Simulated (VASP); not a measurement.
A run of VASP 6.6.1:

The input INCAR:

```
  PREC = Accurate
  ENCUT = 520
  EDIFF = 1E-7
  ISMEAR = 0
  SIGMA = 0.05
  LREAL = F
  LASPH = T
  NELM = 60
  ALGO = Normal
  ISIF = 2
  LWAVE = F
  LCHARG = T
  ISPIN = 2
  MAGMOM = 1 -1 0 0
  LORBIT = 11
  LMAXMIX = 4
  LDAU = T
  LDAUTYPE = 2
  LDAUL = 2 -1
  LDAUU = 6 0
  LDAUJ = 0 0
  LDAUPRINT = 1
  GGA = PE
  LELF = T
  LVHAR = T
```

File KPOINTS:

```
regular mesh
0
Gamma
  5 5 5
```

File POSCAR:

```
TiTe
1.0
    0.0000000000      3.3105989600      3.3105989600
    3.3105989600      0.0000000000      3.3105989600
    6.6211979200      6.6211979200      0.0000000000
Ti Te
2 2
Direct
    0.0000000000      0.0000000000      0.0000000000
    0.0000000000      0.0000000000      0.5000000000
    0.2500000000      0.2500000000      0.1250000000
    0.2500000000      0.2500000000      0.6250000000
```

Potentials or basis: VASP PAW PBE potentials, release 64 (Ti_sv, Te).

Run with:

```console
$ cat potpaw_PBE.64/Ti_sv/POTCAR potpaw_PBE.64/Te/POTCAR > POTCAR
$ mpirun -np 1 vasp_std > vasp.out
```

Hardware: 1 thread of Intel(R) Xeon(R) Platinum 8375C CPU @ 2.90GHz (Ice Lake), on a shared host.

Question: Estimate the wall time of this run.

Answer: Wall time 5.9 min on 1 thread of Intel(R) Xeon(R) Platinum 8375C CPU @ 2.90GHz (Ice Lake) (shared host), peak memory 0.39 GiB. Counts: scf iterations 25, k points 19.
